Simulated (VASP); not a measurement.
# Er (Fm-3m) in VASP: notebook

One crystal, Er, is run at these levels: PBE; tasks: single point.

All numbers are computed with VASP 6.6.1; they aren't measurements. Logs are shortened: lines on timing, memory, paths and dates and some standing lists are left out, and cuts for length are marked.

### Step 1. Starting point

The structure is cubic, space group Fm-3m (No. 225). Conventional cell: a = 4.960 Å, b = 4.960 Å, c = 4.960 Å, α = 90.00°, β = 90.00°, γ = 90.00°. Er (site symmetry m-3m) is surrounded by 12 Er at 3.51 Å.

This isn't the form of Er at room conditions, which is hcp.

### Step 2. Single point, PBE, collinear spin, ferromagnetic start

Contents of INCAR:

```
SYSTEM = Er
PREC     = Accurate       ! precision mode
ENCUT    = 400            ! plane-wave cutoff, eV
EDIFF    = 1E-6           ! SCF threshold, eV
ISMEAR   = 0              ! smearing method
SIGMA    = 0.2            ! smearing width, eV
LREAL    = .False.        ! projectors in reciprocal space
LASPH    = .True.         ! aspherical terms in the spheres
NELM     = 100            ! most SCF steps
ALGO     = Normal         ! electronic algorithm
ISIF     = 2              ! what is computed and relaxed
LWAVE    = .False.        ! write WAVECAR
LCHARG   = .False.        ! write CHGCAR
ISPIN    = 2              ! spin polarisation
MAGMOM   = 3              ! initial moments
LORBIT   = 11             ! projections on sites
LMAXMIX  = 6              ! l up to which the mixer works
GGA      = PE             ! functional
ADDGRID  = .False.
```

Contents of KPOINTS:

```
Automatic mesh
0
Gamma
  10 10 10
  0 0 0
```

Contents of POSCAR:

```
Er
1.0
    0.0000000000      2.4798434248      2.4798434248
    2.4798434248      0.0000000000      2.4798434248
    2.4798434248      2.4798434248      0.0000000000
Er
1
Direct
    0.0000000000      0.0000000000      0.0000000000
```

Potentials or basis: VASP PAW PBE potentials, release 64 (Er_3), 4f in core.

Command:

```
> cat potpaw_PBE.64/Er_3/POTCAR > POTCAR
> mpirun -np 1 vasp_std > vasp.out
```

OUTCAR:

```text
SYSTEM = Er
   PREC = Accurate
   ENCUT = 400
   EDIFF = 1E-6
   ISMEAR = 0
   LREAL = .False.
   LASPH = .True.
   NELM = 100
   ISIF = 2
   ISPIN = 2
   LORBIT = 11
   GGA = PE

 Found     47 irreducible k-points:

 Following reciprocal coordinates:
            Coordinates               Weight
  0.000000  0.000000  0.000000      1.000000
  0.100000  0.000000  0.000000      8.000000
  0.200000  0.000000  0.000000      8.000000
  0.300000  0.000000  0.000000      8.000000
  0.400000  0.000000  0.000000      8.000000
  0.500000  0.000000  0.000000      4.000000
   k-points           NKPTS =     47   k-points in BZ     NKDIM =     47   number of bands    NBANDS=     10
   number of dos      NEDOS =    301   number of ions     NIONS =      1
   total plane-waves  NPLWV =  13824
   dimension x,y,z NGX =    24 NGY =   24 NGZ =   24
   dimension x,y,z NGXF=    48 NGYF=   48 NGZF=   48
   ions per type =               1
   NGX,Y,Z   is equivalent  to a cutoff of  11.38, 11.38, 11.38 a.u.
   NGXF,Y,Z  is equivalent  to a cutoff of  22.75, 22.75, 22.75 a.u.
 SYSTEM =  Er
   PREC   = accura    normal or accurate (medium, high low for compatibility)
   ISTART =      0    job   : 0-new  1-cont  2-samecut
   ICHARG =      2    charge: 1-file 2-atom 10-const
   ISPIN  =      2    spin polarized calculation?
   LNONCOLLINEAR =      F non collinear calculations
   LSORBIT =      F    spin-orbit coupling
   LASPH  =      T    aspherical Exc in radial PAW
   ENCUT  =  400.0 eV  29.40 Ry    5.42 a.u.   5.72  5.72  5.72*2*pi/ulx,y,z
   NELM   =    100;   NELMIN=  2; NELMDL= -5     # of ELM steps
   EDIFF  = 0.1E-05   stopping-criterion for ELM
   LREAL  =      F    real-space projection
   EDIFFG = 0.1E-04   stopping-criterion for IOM
   NSW    =      0    number of steps for IOM
   IBRION =     -1    ionic relax: 0-MD 1-quasi-New 2-CG
   NFREE  =      0    steps in history (QN), initial steepest desc. (CG)
   ISIF   =      2    stress and relaxation
   ISYM   =      2    0-nonsym 1-usesym 2-fastsym
   POTIM  = 0.5000    time-step for ionic-motion
   TEBEG  =    0.0;   TEEND  =   0.0 temperature during run
   PSTRESS=    0.0 pullay stress
   NELECT =       9.0000    total number of electrons
   NUPDOWN=      -1.0000    fix difference up-down
   EMIN   =  10.00;   EMAX   =-10.00  energy-range for DOS
   EFERMI =   0.00;   METHOD = LEGACY
   ISMEAR =     0;   SIGMA  =   0.20  broadening in eV -4-tet -1-fermi 0-gaus
   EFERMI_NEDOS =   21; number of points for ismear=-14 and -15
   IALGO  =     38    algorithm
   IMIX   =      4    mixing-type and parameters
     AMIX     =   0.40;   BMIX     =  1.00
     AMIX_MAG =   1.60;   BMIX_MAG =  1.00
  volume/ion in A,a.u.               =      30.50       205.83
  Fermi-wavevector in a.u.,A,eV,Ry     =   1.089904  2.059619 16.162222  1.187890
  Thomas-Fermi vector in A             =   2.226117
   LORBIT       =     11    0 simple, 1 ext, 2 COOP (PROOUT), +10 PAW based schemes
   GGA     = PE    functional components
   LHFCALC =     F    Hartree Fock is set to
   AEXX    =    0.0000 exact exchange contribution
   IVDW    =     0    specifies the selected vdW correction
   LEPSILON=     F    determine dielectric tensor
   LRPA    =     F    only Hartree local field effects (RPA)
 spin polarized calculation
 Gauss-broadening in eV      SIGMA  =   0.20
  energy-cutoff  :      400.00
  volume of cell :       30.50
 maximum number of plane-waves:       568
   NGX = 11   NGY = 11   NGZ = 11

 number of electron       8.9999998 magnetization       0.0011405

 number of electron       8.9999998 magnetization      -0.0000758

 Free energy of the ion-electron system (eV)
  ---------------------------------------------------
  ext. energy  EPLUGINS =         0.00000000
  ---------------------------------------------------
  free energy    TOTEN  =        -4.48386517 eV

  energy without entropy =       -4.45374498  energy(sigma->0) =       -4.46880508

 E-fermi :   3.0684     XC(G=0):  -9.8750

 val. band max:        3.0486389322   @ k =  -0.4000   0.2000   0.0000
 cond. band min:       3.1360856702   @ k =  -0.4000   0.2000   0.1000
 fundamental gap:      0.0874467379
 Fermi energy:         3.0683629855

 spin component 1

 k-point     1 :       0.0000    0.0000    0.0000
  band No.  band energies     occupation
      1     -21.3057      1.00000
      2     -21.3057      1.00000
      3     -21.3057      1.00000
      4      -2.4835      1.00000
      5       5.0914      0.00000
      6       5.0914      0.00000
      7       5.0914      0.00000
      8       7.4378      0.00000
      9       7.4378      0.00000
     10      12.6414      0.00000

 k-point     2 :       0.1000    0.0000    0.0000
  band No.  band energies     occupation
      1     -21.3662      1.00000
      2     -21.3134      1.00000
      3     -21.3134      1.00000
      4      -2.2073      1.00000
      5       4.7806      0.00000
      6       5.2192      0.00000
      7       5.2192      0.00000
      8       7.2892      0.00000
      9       7.2892      0.00000
     10      13.2674      0.00000

 k-point     3 :       0.2000    0.0000    0.0000
  band No.  band energies     occupation
      1     -21.5211      1.00000
      2     -21.3335      1.00000
      3     -21.3335      1.00000
      4      -1.4479      1.00000
      5       4.1554      0.00000
      6       5.4023      0.00000
      7       5.4023      0.00000
      8       7.2008      0.00000
      9       7.2008      0.00000
     10      13.2456      0.00000

 k-point     4 :       0.3000    0.0000    0.0000
  band No.  band energies     occupation
      1     -21.7060      1.00000
      2     -21.3582      1.00000
      3     -21.3582      1.00000
      4      -0.4371      1.00000
      5       3.6771      0.00001
      6       5.2564      0.00000
      7       5.2564      0.00000
      8       7.7612      0.00000
      9       7.7612      0.00000
     10      12.1625      0.00000

 k-point     5 :       0.4000    0.0000    0.0000
  band No.  band energies     occupation
      1     -21.8507      1.00000
      2     -21.3780      1.00000
      3     -21.3780      1.00000
      4       0.3867      1.00000
      5       3.6245      0.00004
      6       4.9953      0.00000
      7       4.9953      0.00000
      8       8.6902      0.00000
      9       8.6902      0.00000
     10      11.5083      0.00000

 k-point     6 :       0.5000    0.0000    0.0000
  band No.  band energies     occupation
      1     -21.9049      1.00000
      2     -21.3856      1.00000
      3     -21.3856      1.00000
      4       0.6639      1.00000
      5       3.7630      0.00000
      6       4.8868      0.00000
      7       4.8868      0.00000
      8       9.1916      0.00000
      9       9.1916      0.00000
     10      11.3385      0.00000

 [... further k-points ...]

 spin component 2

 k-point     1 :       0.0000    0.0000    0.0000
  band No.  band energies     occupation
      1     -21.3056      1.00000
      2     -21.3056      1.00000
      3     -21.3056      1.00000
      4      -2.4836      1.00000
      5       5.0911      0.00000
      6       5.0911      0.00000
      7       5.0911      0.00000
      8       7.4377      0.00000
      9       7.4377      0.00000
     10      12.6407      0.00000

 k-point     2 :       0.1000    0.0000    0.0000
  band No.  band energies     occupation
      1     -21.3662      1.00000
      2     -21.3134      1.00000
      3     -21.3134      1.00000
      4      -2.2073      1.00000
      5       4.7803      0.00000
      6       5.2189      0.00000
      7       5.2189      0.00000
      8       7.2891      0.00000
      9       7.2891      0.00000
     10      13.2668      0.00000

 k-point     3 :       0.2000    0.0000    0.0000
  band No.  band energies     occupation
      1     -21.5211      1.00000
      2     -21.3335      1.00000
      3     -21.3335      1.00000
      4      -1.4480      1.00000
      5       4.1551      0.00000
      6       5.4021      0.00000
      7       5.4021      0.00000
      8       7.2008      0.00000
      9       7.2008      0.00000
     10      13.2461      0.00000

 k-point     4 :       0.3000    0.0000    0.0000
  band No.  band energies     occupation
      1     -21.7060      1.00000
      2     -21.3582      1.00000
      3     -21.3582      1.00000
      4      -0.4372      1.00000
      5       3.6769      0.00001
      6       5.2563      0.00000
      7       5.2563      0.00000
      8       7.7611      0.00000
      9       7.7611      0.00000
     10      12.1631      0.00000

 k-point     5 :       0.4000    0.0000    0.0000
  band No.  band energies     occupation
      1     -21.8507      1.00000
      2     -21.3780      1.00000
      3     -21.3780      1.00000
      4       0.3865      1.00000
      5       3.6246      0.00004
      6       4.9952      0.00000
      7       4.9952      0.00000
      8       8.6901      0.00000
      9       8.6901      0.00000
     10      11.5086      0.00000

 k-point     6 :       0.5000    0.0000    0.0000
  band No.  band energies     occupation
      1     -21.9049      1.00000
      2     -21.3856      1.00000
      3     -21.3856      1.00000
      4       0.6635      1.00000
      5       3.7633      0.00000
      6       4.8867      0.00000
      7       4.8867      0.00000
      8       9.1915      0.00000
      9       9.1915      0.00000
     10      11.3383      0.00000

 [... further k-points ...]
[... 5 lines left out ...]
  --------------------------------------------------------------------------------------
  -------------------------------------------------------------------------------------
  Total        0.0017911      0.0017911      0.0017911      0.0000000     -0.0000000      0.0000000
  in kB        0.0940884      0.0940884      0.0940884      0.0000000     -0.0000000      0.0000000
  external PRESSURE =       0.0940884 kB  Pullay stress =       0.0000000 kB

 VOLUME and BASIS-vectors are now :
 -----------------------------------------------------------------------------
  energy-cutoff  :      400.00
  volume of cell :       30.50
      direct lattice vectors                 reciprocal lattice vectors
     0.000000000  2.479843425  2.479843425    -0.201625633  0.201625633  0.201625633
     2.479843425  0.000000000  2.479843425     0.201625633 -0.201625633  0.201625633
     2.479843425  2.479843425  0.000000000     0.201625633  0.201625633 -0.201625633

 POSITION                                       TOTAL-FORCE (eV/Angst)
 -----------------------------------------------------------------------------------
      0.00000      0.00000      0.00000         0.000000      0.000000      0.000000
 -----------------------------------------------------------------------------------
    total drift:                               -0.000000     -0.000000     -0.000000

  FREE ENERGIE OF THE ION-ELECTRON SYSTEM (eV)
  ---------------------------------------------------
  free  energy   TOTEN  =        -4.4838651702 eV

  energy  without entropy=       -4.4537449820  energy(sigma->0) =       -4.46880508

 total charge

# of ion       s       p       d       tot
------------------------------------------
    1        0.513   6.503   1.103   8.120

 magnetization (x)

# of ion       s       p       d       tot
------------------------------------------
    1       -0.000   0.000  -0.000  -0.000
```

Run time: 11 s. Hardware: 1 thread of Intel Xeon 6975P-C (Granite Rapids), shared host; peak memory 0.15 GiB.

The run converged, but some of its settings lie outside the range that counts as converged, so its numbers aren't taken as properties of the crystal.

What came out:

```
Free energy                                           : -4.4839 eV
Pressure                                              : 0.0 GPa
Band gap on the k mesh                                : none (metal or under the smearing width)
Net moment                                            : 0.00 μB per cell
Valence electrons inside the program's atomic spheres : Er 8.12
```

Caveat: the magnetic or orbital state may not be the lowest; spin-orbit coupling is left out, which moves the levels of the heavy elements; the 4f electrons are frozen in the core as for a trivalent ion, so they carry no moment and show no levels.

### Step 3. Single point, PBE, collinear spin, ferromagnetic start

INCAR is that of step 2.

KPOINTS is that of step 2.

Contents of POSCAR:

```
Er
1.0
   -0.0089250000      2.4571370000      2.4791170000
    2.4542050000     -0.0023290000      2.4725200000
    2.4870360000      2.4833720000     -0.0351600000
Er
1
Direct
   -0.0043710000     -0.0077920000     -0.0181410000
```

Potentials or basis: VASP PAW PBE potentials, release 64 (Er_3), 4f in core.

Command:

```
> cat potpaw_PBE.64/Er_3/POTCAR > POTCAR
> mpirun -np 1 vasp_std > vasp.out
```

It took 66 s on 1 thread of Intel Xeon 6975P-C (Granite Rapids), shared host; peak memory 0.28 GiB.

These settings aren't checked as converged: the numbers below hold their error.

What came out:

- Free energy: -4.4821 eV
- Pressure: 0.0 GPa
- Band gap on the k mesh: none (metal or under the smearing width)
- Net moment: 0.00 μB per cell
- Valence electrons inside the program's atomic spheres: Er 8.12

Caveat: the magnetic or orbital state may not be the lowest; spin-orbit coupling is left out, which moves the levels of the heavy elements; the 4f electrons are frozen in the core as for a trivalent ion, so they carry no moment and show no levels.

### Step 4. Single point, PBE, collinear spin, ferromagnetic start

Edit INCAR of step 3 so:

```diff
@@ -2,3 +2,3 @@
 PREC     = Accurate       ! precision mode
-ENCUT    = 400            ! plane-wave cutoff, eV
+ENCUT    = 450            ! plane-wave cutoff, eV
 EDIFF    = 1E-6           ! SCF threshold, eV
```

KPOINTS is that of step 3.

Contents of POSCAR:

```
Er
1.0
    0.0000000000      2.4798434248      2.4798434248
    2.4798434248      0.0000000000      2.4798434248
    2.4798434248      2.4798434248      0.0000000000
Er
1
Direct
    0.0000000000      0.0000000000      0.0000000000
```

Command:

```
> cat potpaw_PBE.64/Er_3/POTCAR > POTCAR
> mpirun -np 1 vasp_std > vasp.out
```

Run time: 11 s. Hardware: 1 thread of Intel Xeon 6975P-C (Granite Rapids), shared host; peak memory 0.15 GiB.

These settings aren't checked as converged: the numbers below hold their error.

What came out:

| Quantity | Value |
| --- | --- |
| Free energy | -4.4840 eV |
| Pressure | 0.0 GPa |
| Band gap on the k mesh | none (metal or under the smearing width) |
| Net moment | 0.00 μB per cell |
| Valence electrons inside the program's atomic spheres | Er 8.12 |

Caveat: the magnetic or orbital state may not be the lowest; spin-orbit coupling is left out, which moves the levels of the heavy elements; the 4f electrons are frozen in the core as for a trivalent ion, so they carry no moment and show no levels.

### Step 5. Single point, PBE, collinear spin, ferromagnetic start

INCAR is that of step 4.

KPOINTS is that of step 4.

Contents of POSCAR:

```
Er
1.0
   -0.0089250000      2.4571370000      2.4791170000
    2.4542050000     -0.0023290000      2.4725200000
    2.4870360000      2.4833720000     -0.0351600000
Er
1
Direct
   -0.0043710000     -0.0077920000     -0.0181410000
```

Command:

```
> cat potpaw_PBE.64/Er_3/POTCAR > POTCAR
> mpirun -np 1 vasp_std > vasp.out
```

Run time: 66 s. Hardware: 1 thread of Intel Xeon 6975P-C (Granite Rapids), shared host; peak memory 0.31 GiB.

These settings aren't checked as converged: the numbers below hold their error.

What came out:

* Free energy: -4.4823 eV
* Pressure: 0.0 GPa
* Band gap on the k mesh: none (metal or under the smearing width)
* Net moment: 0.00 μB per cell
* Valence electrons inside the program's atomic spheres: Er 8.12

Caveat: the magnetic or orbital state may not be the lowest; spin-orbit coupling is left out, which moves the levels of the heavy elements; the 4f electrons are frozen in the core as for a trivalent ion, so they carry no moment and show no levels.

(Continued in part 2 of 2.)
